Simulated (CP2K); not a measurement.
Runs of CP2K 2026.2 on Te2Mo. Symmetry: P6_3/mmc, No. 194, hexagonal system. Conventional cell: a = 3.518 Å, b = 3.518 Å, c = 13.974 Å, α = 90.00°, β = 90.00°, γ = 120.00°. Te (site symmetry 3m) has 3 Mo at 2.72 Å as nearest neighbours. Mo (site symmetry -6m2) has 6 Te at 2.72 Å as nearest neighbours. 

```csv
task,level,potentials or basis,cell,k mesh,smearing,EPS_DEFAULT,k points reduced by the point group,NGRIDS,CUTOFF of the grids,points a segment of the path (NPOINTS),gap on the mesh (eV),pressure (GPa),relaxed volume (Å³/atom),largest force (eV/Å)
band structure,r2SCAN,"POTENTIAL_UZH Te GTH-SCAN-q6, Mo GTH-SCAN-q14; TZVP-MOLOPT-SCAN-GTH basis",as given,9 × 9 × 2,fermi-dirac 0.05 eV,1.0E-9,yes,5,675 Ry,10,-,(b),-,0.09
relaxation of cell and atoms,PBEsol,"POTENTIAL_UZH Te GTH-PBE-q6, Mo GTH-PBE-q14; TZVP-MOLOPT-PBE-GTH basis",relaxed,7 × 7 × 2,fermi-dirac 0.05 eV,1.0E-10,-,5,450 Ry,-,0.81,0.0,25.56,0.03
relaxation of cell and atoms,LDA,"GTH_POTENTIALS Te GTH-PADE-q6, Mo GTH-PADE-q14; TZVP-MOLOPT-PBE-GTH basis",relaxed,7 × 7 × 2,fermi-dirac 0.05 eV,1.0E-9,-,4,450 Ry,-,0.77,0.0,(a),0.03
relaxation of cell and atoms,PBE,"POTENTIAL_UZH Te GTH-PBE-q6, Mo GTH-PBE-q14; TZVP-MOLOPT-PBE-GTH basis",relaxed,7 × 7 × 2,fermi-dirac 0.0259 eV,1.0E-10,-,5,450 Ry,-,1.07,0.0,27.87,-
```

Alike in all rows: no spin polarisation.

**Question.** Fill in the values left out.

**Answer.** (a) 24.33; (b) 3.7.

Caveats: with these potentials and basis sets, volumes of gold and of layered tellurides can stand 1.5 % and more from those of plane-wave programs; the basis of atomic orbitals isn't converged, which shifts pressures, moduli and gaps; the printed path begins after the first move (some runs); spin-orbit coupling is left out, which moves the levels of the heavy elements (some runs); an odd mesh through Γ misses points on the zone boundary, where band edges often lie (some runs); this functional lacks dispersion, which binds the layers, so the pressure and a relaxed spacing across them are unreliable (some runs); the potentials were made for another functional, which shifts forces and pressure (some runs).

A k mesh can miss the band edges, and the runs leave out spin-orbit coupling on Mo, Te.

Not every run made on this cell is shown here.
